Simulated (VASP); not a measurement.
The system is Au.

```xyz
2
Lattice="2.9000 0.0000 0.0000 -1.4500 2.5115 0.0000 0.0000 0.0000 4.8800" Properties=species:S:1:pos:R:3 pbc="T T T"
Au    1.4500    0.8372    1.2200
Au    0.0000    1.6743    3.6600
```

This isn't the form of Au at room conditions, which is fcc.

```yaml
Program: VASP 6.6.1
Task: relaxation of cell and atoms
Functional: LDA
Potentials_or_basis: VASP PAW LDA potentials, release 54 (Au)
Cutoff: 600 eV
k_mesh: 11 × 11 × 6
Occupations: methfessel-paxton, width 0.2 eV
Spin: no spin polarisation
```

At the start: pressure -10.3 GPa; volume 17.77 Å³/atom.

Question: Where does the relaxation end?

Answer: Over 10 steps the energy falls by 39.5 meV/atom and the volume is 16.63 Å³/atom (-6.4 %); space group P6_3/mmc (No. 194, to 0.05 Å).

Step by step:
```tsv
step	energy change (eV)	largest force (eV/Å)	pressure (GPa)	volume (Å³)
1	0.0000	0.0000	-10.29	35.54
2	0.1663	0.0000	26.79	29.99
3	-0.0780	0.0000	-0.53	33.34
4	-0.0781	0.0000	0.10	33.27
5	-0.0789	0.0000	0.13	33.26
6	-0.0791	0.0000	0.15	33.24
7	-0.0791	0.0000	0.13	33.24
8	-0.0791	0.0000	0.14	33.24
9	-0.0790	0.0000	-0.28	33.31
10	-0.0791	0.0000	0.01	33.27
```

Final structure:
```
CELL_PARAMETERS angstrom
2.84762 0.00000 0.00000
-1.42381 2.46611 0.00000
0.00000 0.00000 4.73706
ATOMIC_POSITIONS crystal
Au 0.66667 0.33333 0.25000
Au 0.33333 0.66667 0.75000
```
